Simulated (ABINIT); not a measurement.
# C (C2/m) in ABINIT: convergence with smearing width

Aim: find how far smearing width must go before the results for C settle, at PBEsol. This setting moves, with any that are tied to it; all else stays.

All numbers are computed with ABINIT 10.8.3 (patched build); they aren't measurements. Logs are shortened: lines on timing, memory, paths and dates and some standing lists are left out, and cuts for length are marked. The log counts tension as positive stress, the text compression.

## (1) The structure

The structure is monoclinic, space group C2/m (No. 12). Conventional cell: a = 4.255 Å, b = 2.457 Å, c = 3.765 Å, α = 90.00°, β = 111.49°, γ = 90.00°. Around C (site symmetry m) lie 3 C at 1.42 Å.

This is a stacking variant of graphite.

## (2) With smearing width 0.272 eV

Input file run.abi:

```
# Pseudopotentials
pp_dirpath "./"
pseudos "C.upf"

# Structure
acell 4.6420265239 4.6420265239 7.1139220251
rprim
     0.8660124494    -0.5000224370     0.0000000000
     0.8660124494     0.5000224370     0.0000000000
    -0.3663329314     0.0000000000     0.9304838437
ntypat 1
znucl 6
natom 2
typat 1 1
xred
     0.1666444700     0.1666444700     0.9999069600
     0.8333555300     0.8333555300     0.0000930400
chkprim 0
chksymtnons 0
tolsym 1.0e-6

# Plane-wave basis
ecut 41.0

# k points
kptopt 1
ngkpt 11 11 7
nshiftk 1
shiftk 0.0 0.0 0.0

# Exchange and correlation
ixc -116133

# Bands and occupations
nband 8
occopt 7
tsmear 0.272 eV

# SCF cycle
nstep 100
tolvrs 1.0e-10

# Output
iomode 3
prtwf 0
prtden 0
prteig 0
prtebands 0
enunit 2
```

Potentials or basis: PseudoDojo NC SR PBEsol v0.4.1 standard.

Run with:

```sh
> abinit run.abi > log 2>&1
```

run.abo:

```text
.Version 10.8.3 of ABINIT
 Symmetries : space group C2/m (# 12); Bravais mC (1-face-center monocl.)
================================================================================
 Values of the parameters that define the memory need of the present run
     intxc =       0    ionmov =       0      iscf =       7    lmnmax =       4
     lnmax =       4     mgfft =      45  mpssoang =       2    mqgrid =    3001
     natom =       2  nloc_mem =       1    nspden =       1   nspinor =       1
    nsppol =       1      nsym =       4    n1xccc =    2501    ntypat =       1
    occopt =       7   xclevel =       2
       mpw =        1572          nfft =       40500          nkpt =         234
================================================================================
================================================================================

--------------------------------------------------------------------------------
------------- Echo of variables that govern the present computation ------------
--------------------------------------------------------------------------------
 -outvars: echo values of preprocessed input variables --------
            acell      4.6420265239E+00  4.6420265239E+00  7.1139220251E+00 Bohr
              amu      1.20110000E+01
          chkprim           0
      chksymtnons           0
             ecut      4.10000000E+01 Hartree
           enunit           2
                       outvar_i_n : Printing only first  50 k-points.
              ixc     -116133
                       outvar_i_n : Printing only first  50 k-points.
         kptrlatt       11    0    0      0   11    0      0    0    7
          kptrlen      4.97974542E+01
            natom           2
            nband           8
            ngfft          30      30      45
             nkpt         234
            nstep         100
             nsym           4
           ntypat           1
                       prtocc : prtvol=0, do not print more k-points.
           occopt           7
           prtden           0
        prtebands           0
           prteig           0
            prtwf           0
            rprim      8.6601244940E-01 -5.0002243700E-01  0.0000000000E+00
                       8.6601244940E-01  5.0002243700E-01  0.0000000000E+00
                      -3.6633293140E-01  0.0000000000E+00  9.3048384370E-01
          spgroup          12
           tolsym      1.00000000E-06
           tolvrs      1.00000000E-10
           tsmear      9.99581563E-03 Hartree
            typat      1  1
                       outvars : Printing only first  50 k-points.
           xangst     -6.6992899156E-01 -4.0408420749E-18  3.5025041729E+00
                       3.5454999733E+00 -1.9541407686E-17  3.2590331029E-04
            xcart     -1.2659823178E+00 -7.6360848397E-18  6.6187736417E+00
                       6.7000239289E+00 -3.6927908642E-17  6.1586799998E-04
             xred      1.6664447000E-01  1.6664447000E-01  9.9990696000E-01
                       8.3335553000E-01  8.3335553000E-01  9.3040000000E-05
            znucl        6.00000

================================================================================
[... 86 lines left out ...]
 ------------------------------------------------
 Atom  Sphere_radius  Integrated_density
    1        2.00000          4.80888555
    2        2.00000          4.80888555
================================================================================

 ----iterations are completed or convergence reached----

 Mean square residual over all n,k,spin=   78.263E-08; max=  55.936E-05
 reduced coordinates (array xred) for    2 atoms
       0.166644470000      0.166644470000      0.999906960000
       0.833355530000      0.833355530000      0.000093040000
 rms dE/dt=  5.2055E-04; max dE/dt=  7.1991E-04; dE/dt below (all hartree)
    1       0.000383817208      0.000383817208     -0.000719912029
    2      -0.000383817208     -0.000383817208      0.000719912029

 cartesian coordinates (angstrom) at end:
    1     -0.66992899155676    -0.00000000000000     3.50250417293545
    2      3.54549997328752    -0.00000000000000     0.00032590331029

 cartesian forces (hartree/bohr) at end:
    1     -0.00009547566439    -0.00000000000000     0.00007116915319
    2      0.00009547566439     0.00000000000000    -0.00007116915319
 frms,max,avg= 6.8752335E-05 9.5475664E-05   0.000E+00  0.000E+00  0.000E+00 h/b

 cartesian forces (eV/Angstrom) at end:
    1     -0.00490955605972    -0.00000000000000     0.00365966499992
    2      0.00490955605972     0.00000000000000    -0.00365966499992
 frms,max,avg= 3.5353872E-03 4.9095561E-03   0.000E+00  0.000E+00  0.000E+00 e/A
 length scales=  4.642026523900  4.642026523900  7.113922025100 bohr
              =  2.456454647189  2.456454647189  3.764525413270 angstroms
 Fermi (or HOMO) energy (hartree) =   0.17245   Average Vxc (hartree)=  -0.38176
 Eigenvalues (hartree) for nkpt= 234  k points:
 kpt#   1, nband=  8, wtk=  0.00118, kpt=  0.0000  0.0000  0.0000 (reduced coord)
  -0.55307   -0.08258    0.06129    0.06142    0.30679    0.48223    0.48231    0.59321
      occupation numbers for kpt#   1
   2.00000    2.00000    2.00000    2.00000    0.00000    0.00000    0.00000    0.00000
 prteigrs : prtvol=0 or 1, do not print more k-points.

 Fermi (or HOMO) energy (eV) =   4.69251   Average Vxc (eV)= -10.38814
 Eigenvalues (   eV  ) for nkpt= 234  k points:
 kpt#   1, nband=  8, wtk=  0.00118, kpt=  0.0000  0.0000  0.0000 (reduced coord)
 -15.04975   -2.24714    1.66782    1.67136    8.34831   13.12210   13.12425   16.14197
 prteigrs : prtvol=0 or 1, do not print more k-points.

--- !EnergyTerms
iteration_state     : {dtset: 1, }
comment             : Components of total free energy in Hartree
kinetic             :  8.40068211581401E+00
hartree             :  3.72029352803812E+00
xc                  : -4.26038341696796E+00
Ewald energy        : -7.95235816882078E+00
psp_core            :  5.63302687149239E-01
local_psp           : -1.18946462438257E+01
non_local_psp       : -5.86727912358120E-01
internal            : -1.20098374109712E+01
'-kT*entropy'       : -1.30617902765721E-06
total_energy        : -1.20098387171502E+01
total_energy_eV     : -3.26804360084311E+02
band_energy         : -1.33145678579032E+00
...

 Cartesian components of stress tensor (hartree/bohr^3)
  sigma(1 1)= -8.57759618E-05  sigma(3 2)=  0.00000000E+00
  sigma(2 2)= -8.47533570E-05  sigma(3 1)=  1.13522067E-06
  sigma(3 3)= -9.41321278E-06  sigma(2 1)=  0.00000000E+00

-Cartesian components of stress tensor (GPa)         [Pressure=  1.7647E+00 GPa]
- sigma(1 1)= -2.52361592E+00  sigma(3 2)=  0.00000000E+00
- sigma(2 2)= -2.49352985E+00  sigma(3 1)=  3.33993452E-02
- sigma(3 3)= -2.76946282E-01  sigma(2 1)=  0.00000000E+00

== END DATASET(S) ==============================================================
================================================================================

 -outvars: echo values of variables after computation  --------
            acell      4.6420265239E+00  4.6420265239E+00  7.1139220251E+00 Bohr
           etotal     -1.2009838717E+01
            fcart     -9.5475664386E-05 -1.0560262960E-20  7.1169153188E-05
                       9.5475664386E-05  1.0560262960E-20 -7.1169153188E-05
            rprim      8.6601244940E-01 -5.0002243700E-01  0.0000000000E+00
                       8.6601244940E-01  5.0002243700E-01  0.0000000000E+00
                      -3.6633293140E-01  0.0000000000E+00  9.3048384370E-01
           strten     -8.5775961788E-05 -8.4753357027E-05 -9.4132127828E-06
                       0.0000000000E+00  1.1352206697E-06  0.0000000000E+00
           xangst     -6.6992899156E-01 -4.0408420749E-18  3.5025041729E+00
                       3.5454999733E+00 -1.9541407686E-17  3.2590331029E-04
             xred      1.6664447000E-01  1.6664447000E-01  9.9990696000E-01
                       8.3335553000E-01  8.3335553000E-01  9.3040000000E-05
 Calculation completed.
```

It took 62 s on 1 thread of Arm Neoverse V1, shared host; peak memory 0.1 GiB.

Results:

| Item | Value |
| --- | --- |
| Free energy | -326.8044 eV |
| Pressure | 1.8 GPa |
| Largest force | 0.006 eV/Å |
| Band gap on the k mesh | 1.13 eV, direct |
| All electrons inside the program's atomic spheres | C 4.81 (radii [1.0584] Å) |

## (3) With smearing width 0.2 eV

Edit run.abi of step 2 so:

```diff
@@ -36,3 +36,3 @@
 occopt 7
-tsmear 0.272 eV
+tsmear 0.2 eV
```

Potentials or basis: PseudoDojo NC SR PBEsol v0.4.1 standard.

Run with:

```sh
> abinit run.abi > log 2>&1
```

It took 63 s on 1 thread of Arm Neoverse V1, shared host; peak memory 0.09 GiB.

Results (log left out):

- Free energy: -326.8044 eV
- Pressure: 1.8 GPa
- Largest force: 0.006 eV/Å
- Band gap on the k mesh: 1.13 eV, direct
- All electrons inside the program's atomic spheres: C 4.81 (radii [1.0584] Å)

## (4) With smearing width 0.136 eV

Edit run.abi of step 3 so:

```diff
@@ -36,3 +36,3 @@
 occopt 7
-tsmear 0.2 eV
+tsmear 0.136 eV
```

Run with:

```sh
> abinit run.abi > log 2>&1
```

It took 63 s on 1 thread of Arm Neoverse V1, shared host; peak memory 0.09 GiB.

It converged, with:

| Quantity | Value |
| --- | --- |
| Free energy | -326.8044 eV |
| Pressure | 1.8 GPa |
| Largest force | 0.006 eV/Å |
| Band gap on the k mesh | 1.13 eV, direct |
| All electrons inside the program's atomic spheres | C 4.81 (radii [1.0584] Å) |

## (5) With smearing width 0.1 eV

Edit run.abi of step 4 so:

```diff
@@ -36,3 +36,3 @@
 occopt 7
-tsmear 0.136 eV
+tsmear 0.1 eV
```

Run with:

```sh
> abinit run.abi > log 2>&1
```

It took 62 s on 1 thread of Arm Neoverse V1, shared host; peak memory 0.09 GiB.

It converged, with:

* Free energy: -326.8044 eV
* Pressure: 1.8 GPa
* Largest force: 0.006 eV/Å
* Band gap on the k mesh: 1.13 eV, direct
* All electrons inside the program's atomic spheres: C 4.81 (radii [1.0584] Å)

## (6) With smearing width 0.05 eV

Edit run.abi of step 5 so:

```diff
@@ -36,3 +36,3 @@
 occopt 7
-tsmear 0.1 eV
+tsmear 0.05 eV
```

Potentials or basis: PseudoDojo NC SR PBEsol v0.4.1 standard.

Run with:

```sh
> abinit run.abi > log 2>&1
```

Run time: 63 s. Hardware: 1 thread of Arm Neoverse V1, shared host; peak memory 0.1 GiB.

The run converged. Its results:

```yaml
Free_energy: -326.8044 eV
Pressure: 1.8 GPa
Largest_force: 0.006 eV/Å
Band_gap_on_the_k_mesh: 1.13 eV, direct
All_electrons_inside_the_program's_atomic_spheres: C 4.81 (radii [1.0584] Å)
```

## (7) With smearing width 0.025 eV

Edit run.abi of step 6 so:

```diff
@@ -36,3 +36,3 @@
 occopt 7
-tsmear 0.05 eV
+tsmear 0.025 eV
```

Run with:

```sh
> abinit run.abi > log 2>&1
```

It took 63 s on 1 thread of Arm Neoverse V1, shared host; peak memory 0.09 GiB.

The run converged. Its results:

| Quantity | Value |
| --- | --- |
| Free energy | -326.8044 eV |
| Pressure | 1.8 GPa |
| Largest force | 0.006 eV/Å |
| Band gap on the k mesh | 1.13 eV, direct |
| All electrons inside the program's atomic spheres | C 4.81 (radii [1.0584] Å) |

## (8) With smearing width 0.01 eV

Edit run.abi of step 7 so:

```diff
@@ -36,3 +36,3 @@
 occopt 7
-tsmear 0.025 eV
+tsmear 0.01 eV
```

Run with:

```sh
> abinit run.abi > log 2>&1
```

It took 65 s on 1 thread of Arm Neoverse V1, shared host; peak memory 0.1 GiB.

It converged, with:

- Free energy: -326.8044 eV
- Pressure: 1.8 GPa
- Largest force: 0.006 eV/Å
- Band gap on the k mesh: 1.13 eV, direct
- All electrons inside the program's atomic spheres: C 4.81 (radii [1.0584] Å)

## (9) The series at a glance

```tsv
smearing width	energy less the tightest run, at zero smearing (meV/atom)	SCF cycles	CPU time (s)	peak memory (GiB)
0.272 eV	0.01	8	62	0.1
0.2 eV	0.00	8	63	0.09
0.136 eV	0.00	8	63	0.09
0.1 eV	0.00	8	62	0.09
0.05 eV	0.00	8	63	0.1
0.025 eV	0.00	8	63	0.09
0.01 eV	0.00	8	65	0.1
```

Against the tightest run, the energy stays within 1 meV/atom from 0.272 eV on. The tightest run that finished is the yardstick and may itself not be fully converged.

Caveats: an odd mesh through Γ misses points on the zone boundary, where band edges often lie; this functional lacks dispersion, which binds the layers, so the pressure and a relaxed spacing across them are unreliable.
